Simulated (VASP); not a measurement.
# Mg (P6_3/mmc) in VASP: a series of runs

One crystal, Mg, is run at these levels: PBE, B3LYP, r2SCAN; tasks: single point, relaxation of cell and atoms.

Program: VASP 6.6.1. These are calculated values, not measurements. Logs are shortened: lines on timing, memory, paths and dates and some standing lists are left out, and cuts for length are marked.

### Step 1. Starting point

It takes space group P6_3/mmc (No. 194, hexagonal). The conventional cell has a = 3.209 Å, b = 3.209 Å, c = 5.210 Å, α = 90.00°, β = 90.00°, γ = 120.00°. Mg (site symmetry -6m2) is surrounded by 12 Mg at 3.20 to 3.21 Å.

### Step 2. Single point, PBE

INCAR reads:

```
SYSTEM = Mg
ALGO = Normal
EDIFF = 1E-6
ENCUT = 520
GGA = PE
ISIF = 2
ISMEAR = 0
LASPH = .True.
LCHARG = .True.
LELF = .True.
LREAL = .False.
LVHAR = .True.
LWAVE = .False.
NELM = 80
PREC = Accurate
SIGMA = 0.016
```

KPOINTS reads:

```
k-points
0
Gamma
  10 10 5
  0 0 0
```

POSCAR reads:

```
Mg
1.0
    3.2093000000      0.0000000000      0.0000000000
   -1.6046500000      2.7793353284      0.0000000000
    0.0000000000      0.0000000000      5.2103000000
Mg
2
Direct
    0.6666666667      0.3333333333      0.7500000000
    0.3333333333      0.6666666667      0.2500000000
```

Potentials or basis: VASP PAW PBE potentials, release 64 (Mg).

The run is started by

```sh
$ cat potpaw_PBE.64/Mg/POTCAR > POTCAR
$ mpirun -np 1 vasp_std > vasp.out
```

OUTCAR:

```text
SYSTEM = Mg
   EDIFF = 1E-6
   ENCUT = 520
   GGA = PE
   ISIF = 2
   ISMEAR = 0
   LASPH = .True.
   LREAL = .False.
   NELM = 80
   PREC = Accurate

 ion  position               nearest neighbor table
   1  0.667  0.333  0.750-   2 3.20   2 3.20   2 3.20   2 3.20   2 3.20   2 3.20
   2  0.333  0.667  0.250-   1 3.20   1 3.20   1 3.20   1 3.20   1 3.20   1 3.20

  LATTYP: Found a hexagonal cell.
 ALAT       =     3.2093000000
 C/A-ratio  =     1.6235004518

  Lattice vectors:

 A1 = (   3.2093000000,   0.0000000000,   0.0000000000)
 A2 = (  -1.6046500000,   2.7793353284,   0.0000000000)
 A3 = (   0.0000000000,   0.0000000000,   5.2103000000)

Analysis of symmetry for initial positions (statically):
=====================================================================
 Subroutine PRICEL returns:
 Original cell was already a primitive cell.

 Routine SETGRP: Setting up the symmetry group for a
 hexagonal supercell.

 Subroutine GETGRP returns: Found 24 space group operations
 (whereof 12 operations were pure point group operations)
 out of a pool of 24 trial point group operations.

The static configuration has the point symmetry D_3d.
 The point group associated with its full space group is D_6h.

Analysis of symmetry for dynamics (positions and initial velocities):
=====================================================================
 Subroutine PRICEL returns:
 Original cell was already a primitive cell.

 Routine SETGRP: Setting up the symmetry group for a
 hexagonal supercell.

 Subroutine GETGRP returns: Found 24 space group operations
 (whereof 12 operations were pure point group operations)
 out of a pool of 24 trial point group operations.

The dynamic configuration has the point symmetry D_3d.
 The point group associated with its full space group is D_6h.

 Subroutine INISYM returns: Found 24 space group operations
 (whereof 12 operations are pure point group operations),
 and found     1 'primitive' translations

----------------------------------------------------------------------------------------

                                     Primitive cell

  volume of cell :      46.4744

  direct lattice vectors                    reciprocal lattice vectors
     3.209300000  0.000000000  0.000000000     0.311594429  0.179899127  0.000000000
    -1.604650000  2.779335328  0.000000000     0.000000000  0.359798255  0.000000000
     0.000000000  0.000000000  5.210300000     0.000000000  0.000000000  0.191927528

  length of vectors
     3.209300000  3.209300000  5.210300000     0.359798255  0.359798255  0.191927528

  position of ions in fractional coordinates (direct lattice)
     0.666666667  0.333333333  0.750000000
     0.333333333  0.666666667  0.250000000

  ion indices of the primitive-cell ions
   primitive index   ion index
                 1           1
                 2           2

----------------------------------------------------------------------------------------

 KPOINTS: k-points

Automatic generation of k-mesh.
 Grid dimensions read from file:
 generate k-points for:   10   10    5

 Generating k-lattice:

  Cartesian coordinates                     Fractional coordinates (reciprocal lattice)
     0.031159443  0.017989913  0.000000000     0.100000000 -0.000000000  0.000000000
     0.000000000  0.035979825  0.000000000     0.000000000  0.100000000  0.000000000
     0.000000000  0.000000000  0.038385506     0.000000000  0.000000000  0.200000000

  Length of vectors
     0.035979825  0.035979825  0.038385506

  Shift w.r.t. Gamma in fractional coordinates (k-lattice)
     0.000000000  0.000000000  0.000000000

 Subroutine IBZKPT returns following result:
 ===========================================

 Found     42 irreducible k-points:

 Following reciprocal coordinates:
            Coordinates               Weight
  0.000000  0.000000  0.000000      1.000000
  0.100000  0.000000  0.000000      6.000000
  0.200000  0.000000  0.000000      6.000000
  0.300000  0.000000  0.000000      6.000000
  0.400000  0.000000  0.000000      6.000000
  0.500000  0.000000  0.000000      3.000000
[... 16 lines left out ...]
  0.300000  0.100000  0.200000     24.000000
  0.400000  0.100000  0.200000     24.000000
 [... further k-points ...]
   k-points           NKPTS =     42   k-points in BZ     NKDIM =     42   number of bands    NBANDS=      6
   number of dos      NEDOS =    301   number of ions     NIONS =      2
   total plane-waves  NPLWV =  23040
   dimension x,y,z NGX =    24 NGY =   24 NGZ =   40
   dimension x,y,z NGXF=    48 NGYF=   48 NGZF=   80
   ions per type =               2
   NGX,Y,Z   is equivalent  to a cutoff of  12.43, 12.43, 12.76 a.u.
   NGXF,Y,Z  is equivalent  to a cutoff of  24.86, 24.86, 25.53 a.u.
 SYSTEM =  Mg
   PREC   = accura    normal or accurate (medium, high low for compatibility)
   ISTART =      0    job   : 0-new  1-cont  2-samecut
   ICHARG =      2    charge: 1-file 2-atom 10-const
   ISPIN  =      1    spin polarized calculation?
   LNONCOLLINEAR =      F non collinear calculations
   LSORBIT =      F    spin-orbit coupling
   LASPH  =      T    aspherical Exc in radial PAW
   ENCUT  =  520.0 eV  38.22 Ry    6.18 a.u.   5.97  5.97  9.69*2*pi/ulx,y,z
   NELM   =     80;   NELMIN=  2; NELMDL= -5     # of ELM steps
   EDIFF  = 0.1E-05   stopping-criterion for ELM
   LREAL  =      F    real-space projection
   EDIFFG = 0.1E-04   stopping-criterion for IOM
   NSW    =      0    number of steps for IOM
   IBRION =     -1    ionic relax: 0-MD 1-quasi-New 2-CG
   NFREE  =      0    steps in history (QN), initial steepest desc. (CG)
   ISIF   =      2    stress and relaxation
   ISYM   =      2    0-nonsym 1-usesym 2-fastsym
   POTIM  = 0.5000    time-step for ionic-motion
   TEBEG  =    0.0;   TEEND  =   0.0 temperature during run
   PSTRESS=    0.0 pullay stress
   NELECT =       4.0000    total number of electrons
   NUPDOWN=      -1.0000    fix difference up-down
   EMIN   =  10.00;   EMAX   =-10.00  energy-range for DOS
   EFERMI =   0.00;   METHOD = LEGACY
   ISMEAR =     0;   SIGMA  =   0.02  broadening in eV -4-tet -1-fermi 0-gaus
   EFERMI_NEDOS =   21; number of points for ismear=-14 and -15
   IALGO  =     38    algorithm
   IMIX   =      4    mixing-type and parameters
     AMIX     =   0.40;   BMIX     =  1.00
     AMIX_MAG =   1.60;   BMIX_MAG =  1.00
  volume/ion in A,a.u.               =      23.24       156.81
  Fermi-wavevector in a.u.,A,eV,Ry     =   0.722809  1.365911  7.108401  0.522453
  Thomas-Fermi vector in A             =   1.812866
   LORBIT       =      0    0 simple, 1 ext, 2 COOP (PROOUT), +10 PAW based schemes
   GGA     = PE    functional components
   LHFCALC =     F    Hartree Fock is set to
   AEXX    =    0.0000 exact exchange contribution
   IVDW    =     0    specifies the selected vdW correction
   LEPSILON=     F    determine dielectric tensor
   LRPA    =     F    only Hartree local field effects (RPA)
 non-spin polarized calculation
 Gauss-broadening in eV      SIGMA  =   0.02
  energy-cutoff  :      520.00
  volume of cell :       46.47
 maximum number of plane-waves:      1277
 NGX is ok and might be reduce to    24

 number of electron       4.0000000 magnetization

 Free energy of the ion-electron system (eV)
  ---------------------------------------------------
  ext. energy  EPLUGINS =         0.00000000
  ---------------------------------------------------
  free energy    TOTEN  =        -2.99907886 eV

  energy without entropy =       -2.99861177  energy(sigma->0) =       -2.99884531

 E-fermi :   2.5590     XC(G=0):  -8.4539

 val. band max:        2.5505021093   @ k =   0.4000   0.1000   0.4000
 cond. band min:       2.6092510438   @ k =   0.2000   0.1000   0.0000
 fundamental gap:      0.0587489345
 Fermi energy:         2.5590425200

 k-point     1 :       0.0000    0.0000    0.0000
  band No.  band energies     occupation
      1      -4.3092      2.00000
      2       0.9089      2.00000
      3       1.3256      2.00000
      4      13.4381      0.00000
      5      13.4534      0.00000
      6      13.5279      0.00000

 k-point     2 :       0.1000    0.0000    0.0000
  band No.  band energies     occupation
      1      -4.1141      2.00000
      2       1.0876      2.00000
      3       1.5154      2.00000
      4      10.6586      0.00000
      5      12.0071      0.00000
      6      12.8095      0.00000

 k-point     3 :       0.2000    0.0000    0.0000
  band No.  band energies     occupation
      1      -3.5309      2.00000
      2       1.6240      2.00000
      3       2.0738      2.00000
      4       7.7056      0.00000
      5      10.8578      0.00000
      6      11.3324      0.00000

 k-point     4 :       0.3000    0.0000    0.0000
  band No.  band energies     occupation
      1      -2.5667      2.00000
      2       2.5190      1.99960
      3       2.9218      0.00000
      4       5.1007      0.00000
      5       9.6782      0.00000
      6       9.7319      0.00000

 k-point     5 :       0.4000    0.0000    0.0000
  band No.  band energies     occupation
      1      -1.2333      2.00000
      2       2.3993      2.00000
      3       3.7721      0.00000
      4       4.5198      0.00000
      5       7.3955      0.00000
      6       7.8250      0.00000

 k-point     6 :       0.5000    0.0000    0.0000
  band No.  band energies     occupation
      1       0.4489      2.00000
      2       0.4490      2.00000
      3       5.2161      0.00000
      4       5.5887      0.00000
      5       5.8136      0.00000
      6       6.2264      0.00000

 k-point     7 :       0.1000    0.1000    0.0000
  band No.  band energies     occupation
      1      -3.7249      2.00000
      2       1.4451      2.00000
      3       1.8899      2.00000
      4       9.1300      0.00000
      5       9.4298      0.00000
      6      13.6827      0.00000

 k-point     8 :       0.2000    0.1000    0.0000
  band No.  band energies     occupation
      1      -2.9512      2.00000
      2       2.1609      2.00000
      3       2.6093      0.00001
      4       6.4610      0.00000
      5       8.2135      0.00000
      6      11.1354      0.00000
[... 91 lines left out ...]
 k-point    19 :       0.4000    0.0000    0.2000
  band No.  band energies     occupation
      1      -1.0184      2.00000
      2       2.0217      2.00000
      3       2.8671      0.00000
      4       5.7568      0.00000
      5       6.4598      0.00000
      6       9.5202      0.00000

 k-point    20 :       0.5000    0.0000    0.2000
  band No.  band energies     occupation
      1       0.6518      2.00000
      2       0.6582      2.00000
      3       3.8517      0.00000
      4       3.8589      0.00000
      5       7.8471      0.00000
      6       7.9265      0.00000

 k-point    21 :       0.1000    0.1000    0.2000
  band No.  band energies     occupation
      1      -3.5040      2.00000
      2      -0.2524      2.00000
      3       3.9648      0.00000
      4       9.3065      0.00000
      5       9.6101      0.00000
      6      12.1958      0.00000

 k-point    22 :       0.2000    0.1000    0.2000
  band No.  band energies     occupation
      1      -2.7321      2.00000
      2       0.4904      2.00000
      3       4.6182      0.00000
      4       6.6848      0.00000
      5       8.3436      0.00000
      6       9.7967      0.00000

 k-point    23 :       0.3000    0.1000    0.2000
  band No.  band energies     occupation
      1      -1.5859      2.00000
      2       1.5767      2.00000
      3       3.9866      0.00000
      4       5.8305      0.00000
      5       6.9167      0.00000
      6       8.0912      0.00000

 k-point    24 :       0.4000    0.1000    0.2000
  band No.  band energies     occupation
      1      -0.0818      2.00000
      2       1.7185      2.00000
      3       3.1685      0.00000
      4       4.9000      0.00000
      5       6.8410      0.00000
      6       7.8182      0.00000

 [... further k-points ...]
[... 5 lines left out ...]
  --------------------------------------------------------------------------------------
  -------------------------------------------------------------------------------------
  Total       -0.2390364     -0.2390364     -0.0235320      0.0000000      0.0000000      0.0000000
  in kB       -8.2406355     -8.2406355     -0.8112514      0.0000000      0.0000000      0.0000000
  external PRESSURE =      -5.7641741 kB  Pullay stress =       0.0000000 kB

 VOLUME and BASIS-vectors are now :
 -----------------------------------------------------------------------------
  energy-cutoff  :      520.00
  volume of cell :       46.47
      direct lattice vectors                 reciprocal lattice vectors
     3.209300000  0.000000000  0.000000000     0.311594429  0.179899127  0.000000000
    -1.604650000  2.779335328  0.000000000     0.000000000  0.359798255  0.000000000
     0.000000000  0.000000000  5.210300000     0.000000000  0.000000000  0.191927528

 POSITION                                       TOTAL-FORCE (eV/Angst)
 -----------------------------------------------------------------------------------
      1.60465      0.92645      3.90773         0.000000     -0.000000      0.000000
     -0.00000      1.85289      1.30258        -0.000000      0.000000      0.000000
 -----------------------------------------------------------------------------------
    total drift:                                0.000000     -0.000000      0.000000

  FREE ENERGIE OF THE ION-ELECTRON SYSTEM (eV)
  ---------------------------------------------------
  free  energy   TOTEN  =        -2.9990788557 eV

  energy  without entropy=       -2.9986117736  energy(sigma->0) =       -2.99884531
```

Run time: 4 s. Hardware: 1 thread of Intel Xeon 6975P-C (Granite Rapids), shared host; peak memory 0.16 GiB.

What came out:

```
Free energy            : -2.9991 eV
Pressure               : -0.6 GPa
Band gap on the k mesh : none (metal or under the smearing width)
```

Stress tensor (GPa, compression positive):
```
-0.82  0.00  0.00
 0.00 -0.82  0.00
 0.00  0.00 -0.08
```

### Step 3. Relaxation of cell and atoms, B3LYP

POSCAR is that of step 2.

INCAR.step1 reads:

```
SYSTEM = Mg
ALGO = Normal ; EDIFF = 1E-5
ENCUT = 600 ; GGA = PE
ISMEAR = -1 ; LASPH = .TRUE.
LCHARG = .FALSE. ; LREAL = .FALSE.
LWAVE = .TRUE. ; NELM = 100
PREC = Accurate ; SIGMA = 0.05
```

INCAR.step2 reads:

```
SYSTEM = Mg
AEXX = 0.2 ; AGGAC = 0.81
AGGAX = 0.72 ; ALDAC = 0.19
ALGO = Normal ; EDIFF = 1E-6
EDIFFG = -0.01 ; ENCUT = 600
GGA = B3 ; HFRCUT = -1
IBRION = 2 ; ISIF = 3
ISMEAR = -1 ; ISTART = 1
LASPH = .TRUE. ; LCHARG = .FALSE.
LHFCALC = .TRUE. ; LREAL = .FALSE.
LWAVE = .FALSE. ; NELM = 100
NSW = 60 ; PREC = Accurate
PRECFOCK = Fast ; SIGMA = 0.05
```

KPOINTS reads:

```
k-points
0
G
  5 5 3
  0 0 0
```

Potentials or basis: VASP PAW PBE potentials, release 64 (Mg).

The run is started by

```sh
$ cat potpaw_PBE.64/Mg/POTCAR > POTCAR
$ cp INCAR.step1 INCAR
$ mpirun -np 1 vasp_std > vasp.out
$ cp INCAR.step2 INCAR
$ mpirun -np 1 vasp_std > vasp.out
```

It took 42 s on 1 thread of Intel Xeon 6975P-C (Granite Rapids), shared host; peak memory 0.18 GiB.

It converged, with:

| Quantity | Value |
| --- | --- |
| Free energy | -1.8027 eV |
| Relaxed volume | 22.80 Å³/atom |
| Relaxed cell | a = 3.181 Å, b = 3.181 Å, c = 5.204 Å, α = 90.00°, β = 90.00°, γ = 120.00° |
| Space group after relaxing (to 0.05 Å) | P6_3/mmc (No. 194) |
| Energy gained by relaxing | 1.1 meV/atom |
| Ionic steps | 3 |
| Pressure after relaxing | 0.0 GPa |
| Band gap on the k mesh | none (metal or under the smearing width) |

Step by step:
| step | energy change (eV) | largest force (eV/Å) | pressure (GPa) | volume (Å³) |
| --- | --- | --- | --- | --- |
| 1 | 0.0000 | 0.0000 | -0.63 | 46.47 |
| 2 | -0.0021 | 0.0000 | -0.19 | 45.86 |
| 3 | -0.0022 | 0.0000 | 0.02 | 45.60 |

Final structure:
```
CELL_PARAMETERS angstrom
3.18094 0.00000 0.00000
-1.59047 2.75477 0.00000
0.00000 0.00000 5.20420
ATOMIC_POSITIONS crystal
Mg 0.66667 0.33333 0.75000
Mg 0.33333 0.66667 0.25000
```

Levels at points of the mesh, in eV from the Fermi level:
```csv
k point,band 1,band 2,band 3,band 4,band 5
"(0.00, 0.00, 0.00)",-7.90,-2.05,-1.71,12.21,12.21
```

Caveat: the k mesh is coarse (spacing up to 0.45 Å⁻¹), so the values aren't converged, least of all with exact exchange; the PAW data sets were made with another functional, which shifts forces and pressure a little.

### Step 4. Single point, r2SCAN

run.py reads:

```python
from ase.calculators.vasp import Vasp
from ase.dft.bandgap import bandgap
from ase.spacegroup import crystal

atoms = crystal(
    ['Mg'],
    basis=[[0.6666666667, 0.3333333333, 0.75]],
    spacegroup=194,
    setting=1,
    cellpar=[3.2093, 3.2093, 5.2103, 90.0, 90.0, 120.0],
    primitive_cell=True,
)
calc = Vasp(
    directory='calc',
    xc='r2scan',
    pp='PBE',
    setups='recommended',
    prec='Accurate',
    encut=520,
    ediff=1e-06,
    ismear=-5,
    sigma=0.05,
    lreal=False,
    lasph=True,
    nelm=100,
    algo='Normal',
    isif=2,
    lwave=False,
    lcharg=True,
    lmixtau=True,
    lelf=True,
    lvhar=True,
    kpts=[10, 10, 5],
    gamma=True,
    nbands=9,
)
atoms.calc = calc

print('energy (eV):', atoms.get_potential_energy())
print('free energy (eV):', atoms.get_potential_energy(force_consistent=True))
print('forces (eV/A):')
print(atoms.get_forces())
print('stress (eV/A^3, Voigt):', atoms.get_stress())
print('Fermi level (eV):', calc.get_fermi_level())
gap, top, bottom = bandgap(calc)
print('band gap (eV):', gap, 'from (spin, k, band)', top, 'to', bottom)
```

The run is started by

```sh
$ python run.py
```

Run time: 39 s. Hardware: 1 thread of Intel Xeon Platinum 8488C (Sapphire Rapids), shared host; peak memory 0.16 GiB.

It converged, with:

* Free energy: -8.2820 eV
* Pressure: -1.6 GPa
* Band gap on the k mesh: none (metal or under the smearing width)

Levels at points of the mesh, in eV from the Fermi level:
```
           k point  band 1  band 2  band 3  band 4  band 5  band 6
(0.00, 0.00, 0.00)   -7.40   -1.95   -1.27   11.56   11.56   11.69
(0.50, 0.00, 0.00)   -2.42   -2.26    2.73    3.04    3.46    3.92
```

Caveat: the PAW data sets were made with another functional, which shifts forces and pressure a little.

(Continued in part 2 of 2.)
